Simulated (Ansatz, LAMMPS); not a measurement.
# Relaxing amorphous SiO2 (84 atoms)

Aim: bring amorphous SiO2 (84 atoms) to a nearby minimum of the energy and see what moves.

Program: Ansatz 0.2.0. Level of theory: Kohn-Sham DFT, PBE, PAW (set soft_2), plane waves. Results are calculated unless marked as measured.

**What experiment says.** The density of pristine, uncompressed silica glass was measured at room temperature as a reference for densified samples (“Siliceous zeolite-derived topology of amorphous silica”, 2023, PMC10710485): density 2.2 g/cm³. A silica glass plate was measured by high-energy x-ray diffraction at 20 K and the Si-O distance was taken from the first PDF peak (“Polyhedral units and network connectivity in calcium aluminosilicate glasses from high-energy x-ray diffraction”, 2000, arxiv:cond-mat/0007490): nearest Si–O distance 1.61 Å; number of O about Si 4. The nearest silicon-silicon distance in amorphous silica was obtained by fitting a symmetric peak to the measured radial distribution (as quoted in “New insights into the origin of the first sharp diffraction peak in amorphous silica from an analysis of chemical and radial ordering”, 2024, arxiv:2403.10632): nearest Si–Si distance 3.08 Å; nearest O–O distance 2.63 Å. The mean Si-O-Si angle was obtained by reanalysing earlier high-energy photon diffraction data in combination with published neutron diffraction data on silica glass (“Bond angle distribution in amorphous germania and silica”, 1996, arxiv:chem-ph/9603004): Si–O–Si angle 148.3 °.

### Step 1. Set-up

The cell holds 84 atoms: 28 Si and 56 O. Its edges and angles: a = 10.829 Å, b = 10.829 Å, c = 10.829 Å, α = 90.0°, β = 90.0°, γ = 90.0°. 84 atoms (28 Si, 56 O) placed at random at 2.2 g/cm³, melted at 5000 K for 10 ps at fixed volume with the Morse and Coulomb pair potential with partial charges (Pedone, Malavasi, Menziani, Cormack and Segre, J. Phys. Chem. B 110, 11780 (2006)). Quenched from 5000 K to 300 K at 50 K/ps and fixed volume, held 5 ps, then minimised at fixed cell.

Limits known from the start: The quench rate of 50 K/ps far exceeds what a furnace or splat quench reaches, so expect more defects and frozen-in strain than in a real sample. The network of bonds at the start is that of the classical potential that made the cell. Only the Γ point is sampled in the main run, in a cell whose shortest periodic width is 11 Å.

### Step 2. Making the structure

A classical potential supplies the starting structure, since it reaches far longer times than DFT.

This step: classical MD, Morse and Coulomb pair potential with partial charges (Pedone, Malavasi, Menziani, Cormack and Segre, J. Phys. Chem. B 110, 11780 (2006)) (LAMMPS 22 Jul 2025 - Update 4).

Contents of in.lmp:

```
# melt-quench of Si28O56
units metal
atom_style charge
boundary p p p
region box block 0 10.8288 0 10.8288 0 10.8288
create_box 2 box
mass 1 28.0850   # Si
mass 2 15.9990   # O
create_atoms 1 random 28 38122 NULL overlap 1.5 maxtry 2000
create_atoms 2 random 56 38129 NULL overlap 1.5 maxtry 2000
pair_style hybrid/overlay pedone 5.5 coul/long 8.0
pair_coeff * * coul/long
pair_coeff 1 2 pedone 0.340554 2.006700 2.100000 1   # Si-O
pair_coeff 2 2 pedone 0.042395 1.379316 3.618701 22   # O-O
set type 1 charge 2.4
set type 2 charge -1.2
kspace_style pppm 1.0e-4
neigh_modify delay 0 every 1 check yes
thermo_style custom step time temp pe press density
thermo_modify norm yes
timestep 0.002
thermo 100
min_style cg
minimize 1e-4 1e-4 200 2000
reset_timestep 0
velocity all create 5000 38123 mom yes dist gaussian
fix lim all nve/limit 0.05
fix lan all langevin 5000 5000 0.2 38124 zero yes
thermo 500
run 1000 post no
unfix lim
unfix lan
thermo 833
fix md all nvt temp 5000 5000 0.2
run 5000 post no
unfix md
thermo 4700
fix md all nvt temp 5000 300 0.2
run 47000 post no
unfix md
thermo 1250
fix md all nvt temp 300 300 0.2
run 2500 post no
unfix md
thermo 100
min_style cg
minimize 0 1e-3 2000 20000
write_dump all custom glass.dump id type xs ys zs modify sort id
```

Run with:

```sh
lmp -in in.lmp -log none -nocite
```

Numbers of over 12 decimals in the logs are rounded to 6 here.

The log of the run:

```text
LAMMPS (22 Jul 2025 - Update 4)
Created orthogonal box = (0 0 0) to (10.8288 10.8288 10.8288)
Created 28 atoms
Created 56 atoms
PPPM initialization ...
  G vector (1/distance) = 0.3830371
  grid = 12 12 12
  estimated relative force accuracy = 6.189654e-05
   Step          Time           Temp          PotEng         Press         Density
         0   0              0             -4.9499682      360896.32      2.1999748
        90   0.18           0             -17.436419     -19019.904      2.1999748
Loop time of 0.0567551 s on 1 MPI rank(s) for 90 steps with 84 atoms
Minimization stats:
  Stopping criterion = energy tolerance
  Energy initial, next-to-last, final =
[... 35 lines left out ...]
     55000   110            263.39803     -17.693653     -39712.006      2.1999748
     55500   111            248.61197     -17.696501     -30955.103      2.1999748
Loop time of 0.892088 s on 1 MPI rank(s) for 2500 steps with 84 atoms
   Step          Time           Temp          PotEng         Press         Density
     55500   111            248.61197     -17.696501     -30955.103      2.1999748
     55522   111.044        248.61197     -17.731292     -35693.285      2.1999748
Loop time of 0.0338306 s on 1 MPI rank(s) for 22 steps with 84 atoms
Minimization stats:
  Stopping criterion = linesearch alpha is zero
  Energy initial, next-to-last, final =
     -17.6965014863665  -17.7312921748207  -17.7312921748207
  Force two-norm initial, final = 11.948939 0.14216355
  Iterations, force evaluations = 22 73
```

Elapsed: 22 s, on 1 thread of Arm Neoverse V1, shared host; peak memory 0.072 GiB.

### Step 3. Single point at the start

A single point comes first, to see the forces before anything moves.

Contents of input.yaml:

```yaml
crystal:
  lattice:
    - [10.8288, 0.0, 0.0]
    - [0.0, 10.8288, 0.0]
    - [0.0, 0.0, 10.8288]
  atoms:
    - { symbol: Si, position: [0.25224, 0.27838, 0.36787] }
    - { symbol: Si, position: [0.1078, 0.71954, 0.57047] }
    - { symbol: Si, position: [0.32185, 0.99523, 0.80569] }
    - { symbol: Si, position: [0.80429, 0.01178, 0.36055] }
    - { symbol: Si, position: [0.85157, 0.30487, 0.06843] }
    - { symbol: Si, position: [0.67632, 0.06167, 0.6164] }
    - { symbol: Si, position: [0.41831, 0.82718, 0.32928] }
    - { symbol: Si, position: [0.19684, 0.86964, 0.16126] }
    - { symbol: Si, position: [0.71133, 0.2823, 0.81068] }
    - { symbol: Si, position: [0.21817, 0.59903, 0.01468] }
    - { symbol: Si, position: [0.66765, 0.81308, 0.77264] }
    - { symbol: Si, position: [0.78207, 0.54892, 0.71302] }
    - { symbol: Si, position: [0.07553, 0.98964, 0.66643] }
    - { symbol: Si, position: [0.3207, 0.56317, 0.44365] }
    - { symbol: Si, position: [0.43512, 0.74308, 0.93138] }
    - { symbol: Si, position: [0.58686, 0.66327, 0.18548] }
    - { symbol: Si, position: [0.99369, 0.18814, 0.4595] }
    - { symbol: Si, position: [0.97837, 0.78158, 0.31961] }
    - { symbol: Si, position: [0.86368, 0.56108, 0.19426] }
    - { symbol: Si, position: [0.47608, 0.19411, 0.9651] }
    - { symbol: Si, position: [0.61969, 0.19199, 0.2122] }
    - { symbol: Si, position: [0.55227, 0.4289, 0.36579] }
    - { symbol: Si, position: [0.05811, 0.10975, 0.04148] }
    - { symbol: Si, position: [0.00626, 0.64905, 0.84051] }
    - { symbol: Si, position: [0.41231, 0.06089, 0.52088] }
    - { symbol: Si, position: [0.25595, 0.31835, 0.08077] }
    - { symbol: Si, position: [0.9109, 0.91265, 0.8761] }
    - { symbol: Si, position: [0.82728, 0.43076, 0.46007] }
    - { symbol: O, position: [0.58398, 0.24691, 0.87916] }
    - { symbol: O, position: [0.6436, 0.9329, 0.68778] }
    - { symbol: O, position: [0.05397, 0.67756, 0.70111] }
    - { symbol: O, position: [0.54683, 0.76376, 0.83931] }
    - { symbol: O, position: [0.13144, 0.86964, 0.59287] }
    - { symbol: O, position: [0.33441, 0.17412, 0.45142] }
    - { symbol: O, position: [0.09947, 0.8525, 0.27306] }
    - { symbol: O, position: [0.50953, 0.7102, 0.06495] }
    - { symbol: O, position: [0.7213, 0.68771, 0.70799] }
    - { symbol: O, position: [0.4579, 0.4984, 0.463] }
    - { symbol: O, position: [0.86051, 0.87635, 0.32729] }
    - { symbol: O, position: [0.10526, 0.58523, 0.92309] }
    - { symbol: O, position: [0.33386, 0.88248, 0.21863] }
    - { symbol: O, position: [0.20392, 0.73261, 0.09045] }
    - { symbol: O, position: [0.33997, 0.63061, 0.93154] }
    - { symbol: O, position: [0.68079, 0.41476, 0.43538] }
    - { symbol: O, position: [0.81273, 0.28542, 0.92346] }
    - { symbol: O, position: [0.72754, 0.17, 0.70859] }
    - { symbol: O, position: [0.71042, 0.42082, 0.7511] }
    - { symbol: O, position: [0.76777, 0.87202, 0.87119] }
    - { symbol: O, position: [0.3832, 0.29967, 0.00941] }
    - { symbol: O, position: [0.84003, 0.51618, 0.58014] }
    - { symbol: O, position: [0.88756, 0.44749, 0.10114] }
    - { symbol: O, position: [0.2692, 0.26767, 0.22103] }
    - { symbol: O, position: [0.54144, 0.29097, 0.29935] }
    - { symbol: O, position: [0.96172, 0.02449, 0.95746] }
    - { symbol: O, position: [0.69333, 0.07958, 0.28229] }
    - { symbol: O, position: [0.01466, 0.72295, 0.45265] }
    - { symbol: O, position: [0.55206, 0.7743, 0.28394] }
    - { symbol: O, position: [0.34855, 0.86594, 0.88277] }
    - { symbol: O, position: [0.8841, 0.57069, 0.81922] }
    - { symbol: O, position: [0.95485, 0.20353, 0.10393] }
    - { symbol: O, position: [0.54976, 0.10866, 0.55172] }
    - { symbol: O, position: [0.97951, 0.78329, 0.90225] }
    - { symbol: O, position: [0.73088, 0.62924, 0.16448] }
    - { symbol: O, position: [0.72956, 0.27634, 0.15157] }
    - { symbol: O, position: [0.22822, 0.46704, 0.08444] }
    - { symbol: O, position: [0.36471, 0.01586, 0.65886] }
    - { symbol: O, position: [0.8653, 0.49423, 0.33073] }
    - { symbol: O, position: [0.04167, 0.1028, 0.57678] }
    - { symbol: O, position: [0.11421, 0.24467, 0.40131] }
    - { symbol: O, position: [0.2231, 0.62698, 0.53887] }
    - { symbol: O, position: [0.89824, 0.30181, 0.48488] }
    - { symbol: O, position: [0.35106, 0.69266, 0.3659] }
    - { symbol: O, position: [0.1583, 0.2219, 0.01298] }
    - { symbol: O, position: [0.26332, 0.43052, 0.39356] }
    - { symbol: O, position: [0.4206, 0.93547, 0.43329] }
    - { symbol: O, position: [0.5393, 0.14557, 0.09481] }
    - { symbol: O, position: [0.76362, 0.02204, 0.50422] }
    - { symbol: O, position: [0.3977, 0.09381, 0.8873] }
    - { symbol: O, position: [0.95006, 0.94647, 0.73417] }
    - { symbol: O, position: [0.14552, 0.99533, 0.0947] }
    - { symbol: O, position: [0.9248, 0.09971, 0.36292] }
    - { symbol: O, position: [0.95448, 0.6748, 0.2174] }
    - { symbol: O, position: [0.17388, 0.01415, 0.78057] }
    - { symbol: O, position: [0.54589, 0.53069, 0.2517] }
kpoints:
  mp_grid: { grid: [1, 1, 1] }
hamiltonian:
  xc: pbe
scf:
  occupations: { method: fermi_dirac, width: 0.025 }
output:
  forces: true
```

Run with:

```sh
ansatz run input.yaml --threads 4 --pin off --max-ram 8192MiB --backend cpu --events-out ev --progress --plain --runs-dir out
```

The log of the run:

```text
Engine: ansatz 0.2.0, aarch64-unknown-linux-gnu
Pseudopotentials: kind: paw
Pseudopotential: Si, paw, valence charge 4, recommended cutoff 420 eV (normal), Si.paw.azcp
Pseudopotential: O, paw, valence charge 6, recommended cutoff 420 eV (normal), O.paw.azcp
[... 5 lines on functional and potentials left out ...]
Crystal: 84 atoms, lattice volume = 1269.817 Å³
Basis set: ecut = 420 eV, 24837 PW (Γ), exchange–correlation on 150×150×150 points (8 copies of the dense FFT grid, shifted against one another)
Bands: 308, of which v1, the nominal top of the filled ones, is band 224 counted from 1 (223 counted from 0)
Symmetry: 1 space group operations
Space group: P1 (ITA 1), of the structure as read, at distance tolerance 1.1e-4 Å
k-points: 1
[... 5 lines on functional and potentials left out ...]
Initial density: superposition of atomic densities (neutral atoms: chi_scale 0, normalization atom), corrected by the library's trained network
Initial wavefunctions: pseudopotential atomic-orbital guess
Functional: x = pbe(κ = 0.804, μ = 0.219515), c = pbe(β = 0.066725)
SCF iter   1: F=—  HF=-49662.812835 eV  |F-HF|=—  |Δ(HF+E_count)|=         —  Δρ=1.89e-3  dr2=3.29e-2  ethr=1.77e-3  ⟨swp⟩=7.0  Hψ=1542  notcnv=0  defer=49
preconditioner: auto → Resta (q_TF=auto, 2.293 Å⁻¹)  ε∞=2.9  [insulator: Δε(μ)=4.544 eV  Ē_g=16.097 eV  σ=0.025 eV  W_gap=1.00  n_scr=250 (ndim 8)  ℏωp=22.1 eV  f_vac=0.240  D(μ)=0.00/eV (n_scr^D=0)  ε∞_Penn≈2.9  vacuum switching on, ρ_ref=1.9e-2 e/Å³]
SCF iter   2: F=—  HF=-49662.816544 eV  |F-HF|=—  |Δ(HF+E_count)|=   3.71e-3  Δρ=9.10e-4  dr2=5.65e-3  ethr=7.33e-6  ⟨swp⟩=2.0  Hψ=529  notcnv=0  defer=78
SCF iter   3: F=—  HF=-49662.821758 eV  |F-HF|=—  |Δ(HF+E_count)|=   5.21e-3  Δρ=3.49e-4  dr2=1.18e-3  ethr=1.26e-6  ⟨swp⟩=2.0  Hψ=413  notcnv=0  defer=30
automatic band count: iteration 3 solves 260 bands in place of 308: the levels show a gap, and the empty bands left out lie too high to hold charge; the band table lists the bands solved (type scf.n_extra_bands for more)
SCF iter   4: F=—  HF=-49662.822343 eV  |F-HF|=—  |Δ(HF+E_count)|=   5.85e-4  Δρ=7.89e-5  dr2=6.32e-5  ethr=2.64e-7  ⟨swp⟩=2.0  Hψ=411  notcnv=0  defer=30
SCF iter   5: F=—  HF=-49662.821331 eV  |F-HF|=—  |Δ(HF+E_count)|=   1.01e-3  Δρ=3.85e-5  dr2=1.29e-5  ethr=1.41e-8  ⟨swp⟩=2.0  Hψ=454  notcnv=0  defer=30
SCF iter   6: F=—  HF=-49662.821331 eV  |F-HF|=—  |Δ(HF+E_count)|=   4.70e-7  Δρ=8.49e-6  dr2=6.24e-7  ethr=2.88e-9  ⟨swp⟩=2.0  Hψ=446  notcnv=0  defer=30
SCF iter   7: F=-49662.821331 eV  HF=-49662.821331 eV  |F-HF|=3.58e-8  |Δ(HF+E_count)|=   5.43e-7  Δρ=2.96e-6  dr2=8.75e-8  ethr=2.23e-11  ⟨swp⟩=4.0  Hψ=936  notcnv=0
SCF 1 converged in 7 iterations: F = -49662.821331 eV  dr2 = 8.75e-8
  greatest PAW one-centre occupation: 0.866 electrons in one spin orbital (limit 2), on the O atom at site 39 (counted from 0), in its partial waves of l = 0
SCF converged after 7 iterations
Free energy (F): -49662.821331 eV
Harris-Foulkes:  -49662.821331 eV  (|F-HF|=3.58e-8)
Internal energy: -49662.821331 eV  (E = F + TS)
E sigma→0 (E₀):  -49662.821331 eV
Fermi energy:    3.714070 eV
--- Per-component energies (eV) ---
  E_band       = -2584.856245
  E_kinetic    = 11235.437117
  E_local      = -35445.198154  (includes V_loc(G=0)·N_el)
  E_nonlocal   = 3351.276834
  E_hartree    = 13516.606880
  E_xc         = -5703.026116
  E_vxc        = -6618.063140  (∫ρ·V_xc dr)
  E_paw        = -23271.938598  (= ΣΔE_a)
  E_vpaw       = -2141.693364  (= ΣTr[D̂ρ^β])
  E_aug_tail   = 0.144329  (compensation charges beyond the density's cutoff)
  E_ewald      = -13346.123623
  E_smearing   = -0.000000  (= −TS)
  E_closure    = -0.000000  (closes the sum)
  Σ components = -49662.821331   (vs F -49662.821331, Δ=0.00e0)
--- Forces (eV/Å), atoms counted from 1 ---
  atom   1  Si     1.02139571     0.54689585     0.97266249
  atom   2  Si     0.08043542     1.42059353    -0.02564798
  atom   3  Si     0.36399064    -0.42574216    -1.33345786
  atom   4  Si     0.14671528     0.95652174     0.73125789
  atom   5  Si    -1.48203908    -0.61310240     0.00298869
  atom   6  Si    -0.76369105    -0.31413157     0.20657777
  atom   7  Si    -0.74916996    -1.54319388     0.25471195
  atom   8  Si    -0.50872155    -1.30231840     0.10334059
  atom   9  Si     0.13574245    -0.19981177     0.59816366
  atom  10  Si     0.89183149     1.95247092     0.51805314
  atom  11  Si     1.53260917     0.36837221     0.25331577
  atom  12  Si     0.07184869     0.10744252     0.23042708
  atom  13  Si     0.40022422    -1.32581616     0.40157926
  atom  14  Si     0.74001573     0.26355129    -1.19331947
[...]
atom  83  O     -0.11753181     0.62124869     0.81965407
  atom  84  O     -0.27368501    -0.05648989    -0.54660484
  max |Σ_I F_I| component: 3.97e-5 eV/Å
```

Run time: 8.9 s. Hardware: 4 threads of Arm Neoverse V1, shared host; peak memory 1.3 GiB.

The run gave:

* free energy: -49662.8213 eV
* free energy per atom: -591.2241 eV/atom
* SCF cycles: 7
* r.m.s. force component: 0.6696 eV/Å
* longest force: 2.936 eV/Å
* Fermi energy: 3.714 eV

The r.m.s. force component of 0.67 eV/Å sets the starting point.

Length of the force by element:

| element | coordination | atoms | mean length of the force (eV/Å) | spread | least | most |
| --- | --- | --- | --- | --- | --- | --- |
| O | all | 56 | 0.859 | 0.329 | 0.262 | 1.55 |
| Si | all | 28 | 1.39 | 0.640 | 0.200 | 2.94 |

(Continued in part 2 of 4.)

[Logs are printed without paths, hosts, clocks, repeated set-up lines and the standing remarks that a program may print on its own settings, such as how far it seeks lower states.]

[Hosts, paths, dates, database ids (printed as entryN), source tags and the programs' standing remarks are cut or masked in the printed files.]
